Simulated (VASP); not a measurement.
# WS2 in VASP: further runs

One slab, WS2, is run at these levels: LDA; tasks: single point.

Everything below comes from runs of VASP 6.6.1. Logs are shortened: lines on timing, memory, paths and dates and some standing lists are left out, and cuts for length are marked.

### 1 The slab as given

The cell holds a slab with vacuum, 3 atoms: a = 3.184 Å, b = 3.184 Å, c = 13.119 Å, α = 90.00°, β = 90.00°, γ = 120.00°.

### 2 Single point, LDA

Contents of INCAR:

```
SYSTEM = WS2
PREC = Accurate
ENCUT = 460
EDIFF = 1E-7
ISMEAR = 0
SIGMA = 0.05
LREAL = .False.
LASPH = .True.
NELM = 120
ALGO = Normal
ISIF = 2
LWAVE = .False.
LCHARG = .False.
LDIPOL = .True.
IDIPOL = 3
DIPOL = 0.5 0.5 0.500
NBANDS = 24
LVHAR = .True.
LVACPOTAV = .True.
```

Contents of KPOINTS:

```
regular mesh
0
Gamma
  8 8 1
  0 0 0
```

Contents of POSCAR:

```
WS2
1.0
    3.1835163600      0.0000000000      0.0000000000
   -1.5917581800      2.7570060400      0.0000000000
    0.0000000000      0.0000000000     13.1189236211
S W
2 1
Direct
    0.3333333333      0.6666666667      0.3811288292
    0.3333333333      0.6666666667      0.6188711708
    0.0000000000      0.0000000000      0.5000000000
```

Potentials or basis: VASP PAW LDA potentials, release 64 (S, W_sv).

Command:

```
$ cat potpaw_LDA.64/S/POTCAR potpaw_LDA.64/W_sv/POTCAR > POTCAR
$ mpirun -np 1 vasp_std > vasp.out
```

OUTCAR:

```text
SYSTEM = WS2
   PREC = Accurate
   ENCUT = 460
   EDIFF = 1E-7
   ISMEAR = 0
   LREAL = .False.
   LASPH = .True.
   NELM = 120
   ISIF = 2

 Found     10 irreducible k-points:

 Following reciprocal coordinates:
            Coordinates               Weight
  0.000000  0.000000  0.000000      1.000000
  0.125000  0.000000  0.000000      6.000000
  0.250000  0.000000  0.000000      6.000000
  0.375000  0.000000  0.000000      6.000000
  0.500000  0.000000  0.000000      3.000000
  0.125000  0.125000  0.000000      6.000000
   k-points           NKPTS =     10   k-points in BZ     NKDIM =     10   number of bands    NBANDS=     24
   number of dos      NEDOS =    301   number of ions     NIONS =      3
   total plane-waves  NPLWV =  55296
   dimension x,y,z NGX =    24 NGY =   24 NGZ =   96
   dimension x,y,z NGXF=    48 NGYF=   48 NGZF=  192
   ions per type =               2   1
   NGX,Y,Z   is equivalent  to a cutoff of  12.53, 12.53, 12.17 a.u.
   NGXF,Y,Z  is equivalent  to a cutoff of  25.07, 25.07, 24.33 a.u.
 SYSTEM =  WS2
   PREC   = accura    normal or accurate (medium, high low for compatibility)
   ISTART =      0    job   : 0-new  1-cont  2-samecut
   ICHARG =      2    charge: 1-file 2-atom 10-const
   ISPIN  =      1    spin polarized calculation?
   LNONCOLLINEAR =      F non collinear calculations
   LSORBIT =      F    spin-orbit coupling
   LASPH  =      T    aspherical Exc in radial PAW
   ENCUT  =  460.0 eV  33.81 Ry    5.81 a.u.   5.57  5.57 22.94*2*pi/ulx,y,z
   NELM   =    120;   NELMIN=  2; NELMDL= -5     # of ELM steps
   EDIFF  = 0.1E-06   stopping-criterion for ELM
   LREAL  =      F    real-space projection
   EDIFFG = 0.1E-05   stopping-criterion for IOM
   NSW    =      0    number of steps for IOM
   IBRION =     -1    ionic relax: 0-MD 1-quasi-New 2-CG
   NFREE  =      0    steps in history (QN), initial steepest desc. (CG)
   ISIF   =      2    stress and relaxation
   ISYM   =      2    0-nonsym 1-usesym 2-fastsym
   POTIM  = 0.5000    time-step for ionic-motion
   TEBEG  =    0.0;   TEEND  =   0.0 temperature during run
   PSTRESS=    0.0 pullay stress
   NELECT =      26.0000    total number of electrons
   NUPDOWN=      -1.0000    fix difference up-down
   EMIN   =  10.00;   EMAX   =-10.00  energy-range for DOS
   EFERMI =   0.00;   METHOD = LEGACY
   ISMEAR =     0;   SIGMA  =   0.05  broadening in eV -4-tet -1-fermi 0-gaus
   EFERMI_NEDOS =   21; number of points for ismear=-14 and -15
   IALGO  =     38    algorithm
   IMIX   =      4    mixing-type and parameters
     AMIX     =   0.40;   BMIX     =  1.00
     AMIX_MAG =   1.60;   BMIX_MAG =  1.00
  volume/ion in A,a.u.               =      38.38       259.01
  Fermi-wavevector in a.u.,A,eV,Ry     =   0.996900  1.883868 13.521602  0.993810
  Thomas-Fermi vector in A             =   2.129020
   LORBIT       =      0    0 simple, 1 ext, 2 COOP (PROOUT), +10 PAW based schemes
   GGA     = CA    functional components
   LHFCALC =     F    Hartree Fock is set to
   AEXX    =    0.0000 exact exchange contribution
   IVDW    =     0    specifies the selected vdW correction
   LEPSILON=     F    determine dielectric tensor
   LRPA    =     F    only Hartree local field effects (RPA)
 non-spin polarized calculation
 Gauss-broadening in eV      SIGMA  =   0.05
  energy-cutoff  :      460.00
  volume of cell :      115.14
 maximum number of plane-waves:      2613
 NGX is ok and might be reduce to    24
   NGX = 11   NGY = 11   NGZ = 45

 number of electron      26.0000001 magnetization

 dipolmoment           0.000000      0.000000      0.000000 electrons x Angstroem

 Free energy of the ion-electron system (eV)
  ---------------------------------------------------
  ext. energy  EPLUGINS =         0.00000000
  ---------------------------------------------------
  free energy    TOTEN  =       -26.11642023 eV

  energy without entropy =      -26.11642023  energy(sigma->0) =      -26.11642023

 E-fermi :   0.0852     XC(G=0):  -5.9633

 val. band max:       -0.1304847488   @ k =   0.0000   0.0000   0.0000
 cond. band min:       1.9295797009   @ k =   0.3750   0.2500   0.0000
 fundamental gap:      2.0600644497
 Fermi energy:         0.0851572758

 k-point     1 :       0.0000    0.0000    0.0000
  band No.  band energies     occupation
      1     -73.6648      2.00000
      2     -38.1725      2.00000
      3     -38.0133      2.00000
      4     -38.0133      2.00000
      5     -14.7865      2.00000
      6     -13.1055      2.00000
[... 16 lines left out ...]
     23      10.5025      0.00000
     24      10.5025      0.00000

 k-point     2 :       0.1250    0.0000    0.0000
  band No.  band energies     occupation
      1     -73.6622      2.00000
      2     -38.1633      2.00000
      3     -38.0642      2.00000
      4     -38.0252      2.00000
      5     -14.5308      2.00000
      6     -13.0149      2.00000
[... 16 lines left out ...]
     23       9.6270      0.00000
     24      11.0039      0.00000

 k-point     3 :       0.2500    0.0000    0.0000
  band No.  band energies     occupation
      1     -73.6561      2.00000
      2     -38.1852      2.00000
      3     -38.1412      2.00000
      4     -38.0536      2.00000
      5     -13.8537      2.00000
      6     -12.7777      2.00000
[... 16 lines left out ...]
     23       9.6512      0.00000
     24      11.3137      0.00000

 k-point     4 :       0.3750    0.0000    0.0000
  band No.  band energies     occupation
      1     -73.6500      2.00000
      2     -38.3037      2.00000
      3     -38.1190      2.00000
      4     -38.0819      2.00000
      5     -13.0459      2.00000
      6     -12.5069      2.00000
[... 16 lines left out ...]
     23      10.5670      0.00000
     24      10.7952      0.00000

 k-point     5 :       0.5000    0.0000    0.0000
  band No.  band energies     occupation
      1     -73.6475      2.00000
      2     -38.3520      2.00000
      3     -38.1097      2.00000
      4     -38.0935      2.00000
      5     -12.6463      2.00000
      6     -12.3817      2.00000
[... 16 lines left out ...]
     23      10.4365      0.00000
     24      10.5883      0.00000

 k-point     6 :       0.1250    0.1250    0.0000
  band No.  band energies     occupation
      1     -73.6579      2.00000
      2     -38.1477      2.00000
      3     -38.1445      2.00000
      4     -38.0509      2.00000
      5     -14.0627      2.00000
      6     -12.8494      2.00000
[... 16 lines left out ...]
     23       9.7597      0.00000
     24      10.7864      0.00000

 [... further k-points ...]

------------------------ aborting loop because EDIFF is reached ----------------------------------------

  FORCE on cell =-STRESS in cart. coord.  units (eV):
  Direction    XX          YY          ZZ          XY          YZ          ZX
  --------------------------------------------------------------------------------------
  -------------------------------------------------------------------------------------
  Total       -2.1466518     -2.1466518     -1.1453807     -0.0000000      0.0000000     -0.0000000
  in kB      -29.8695838    -29.8695837    -15.9373992     -0.0000000      0.0000000     -0.0000000
  external PRESSURE =     -25.2255222 kB  Pullay stress =       0.0000000 kB

 VOLUME and BASIS-vectors are now :
 -----------------------------------------------------------------------------
  energy-cutoff  :      460.00
  volume of cell :      115.14
      direct lattice vectors                 reciprocal lattice vectors
     3.183516360  0.000000000  0.000000000     0.314118065  0.181356150  0.000000000
    -1.591758180  2.757006040  0.000000000     0.000000000  0.362712299  0.000000000
     0.000000000  0.000000000 13.118923621     0.000000000  0.000000000  0.076225766

 POSITION                                       TOTAL-FORCE (eV/Angst)
 -----------------------------------------------------------------------------------
     -0.00000      1.83800      5.00000        -0.000000      0.000000      0.357375
     -0.00000      1.83800      8.11892        -0.000000      0.000000     -0.357375
      0.00000      0.00000      6.55946         0.000000     -0.000000      0.000000
 -----------------------------------------------------------------------------------
    total drift:                                0.000000     -0.000000     -0.000000

  FREE ENERGIE OF THE ION-ELECTRON SYSTEM (eV)
  ---------------------------------------------------
  free  energy   TOTEN  =       -26.1164202270 eV

  energy  without entropy=      -26.1164202270  energy(sigma->0) =      -26.11642023

 vacuum level on the upper side and lower side of the slab         5.851         5.851
```

Wall time 20 s (1 thread of AMD EPYC 9R14 (Zen 4), shared host); peak memory 0.16 GiB.

The run converged, but some of its settings lie outside the range that counts as converged, so its numbers aren't taken as properties of the slab.

Results:

| Property | Result |
| --- | --- |
| Free energy | -26.1164 eV |
| Largest force | 0.357 eV/Å |
| Band gap on the k mesh | 2.06 eV, indirect (least direct gap 2.24 eV) |
| Ionisation potential of the upper face | 5.98 eV |

Caveat: spin-orbit coupling is left out, which moves the levels of the heavy elements.

### 3 Single point, LDA

This run uses another cell than the first one, of 44.23 Å³/atom, 1.152 times its volume.

INCAR is that of step 2.

KPOINTS is that of step 2.

Contents of POSCAR:

```
WS2
1.0
    3.1835163600      0.0000000000      0.0000000000
   -1.5917581800      2.7570060400      0.0000000000
    0.0000000000      0.0000000000     15.1189236211
S W
2 1
Direct
    0.3333333333      0.6666666667      0.3968536485
    0.3333333333      0.6666666667      0.6031463515
    0.0000000000      0.0000000000      0.5000000000
```

Potentials or basis: VASP PAW LDA potentials, release 64 (S, W_sv).

Command:

```
$ cat potpaw_LDA.64/S/POTCAR potpaw_LDA.64/W_sv/POTCAR > POTCAR
$ mpirun -np 1 vasp_std > vasp.out
```

Wall time 26 s (1 thread of AMD EPYC 9R14 (Zen 4), shared host); peak memory 0.16 GiB.

The run converged, but some of its settings lie outside the range that counts as converged, so its numbers aren't taken as properties of the slab.

What came out:

```yaml
Free_energy: -26.1161 eV
Largest_force: 0.357 eV/Å
Band_gap_on_the_k_mesh: 2.06 eV, indirect (least direct gap 2.24 eV)
Ionisation_potential_of_the_upper_face: 5.98 eV
```

Caveat: spin-orbit coupling is left out, which moves the levels of the heavy elements.

### 4 Single point, LDA

This run uses another cell than the first one, of 44.23 Å³/atom, 1.152 times its volume.

Edit INCAR of step 3 so:

```diff
@@ -5,3 +5,3 @@
 ISMEAR = 0
-SIGMA = 0.05
+SIGMA = 0.02
 LREAL = .False.
```

KPOINTS is that of step 3.

POSCAR is that of step 3.

Command:

```
$ cat potpaw_LDA.64/S/POTCAR potpaw_LDA.64/W_sv/POTCAR > POTCAR
$ mpirun -np 1 vasp_std > vasp.out
```

Run time: 24 s. Hardware: 1 thread of AMD EPYC 9R14 (Zen 4), shared host; peak memory 0.16 GiB.

These settings aren't checked as converged: the numbers below hold their error.

Results:

- Free energy: -26.1161 eV
- Largest force: 0.357 eV/Å
- Band gap on the k mesh: 2.06 eV, indirect (least direct gap 2.24 eV)
- Ionisation potential of the upper face: 5.98 eV

Caveat: spin-orbit coupling is left out, which moves the levels of the heavy elements.
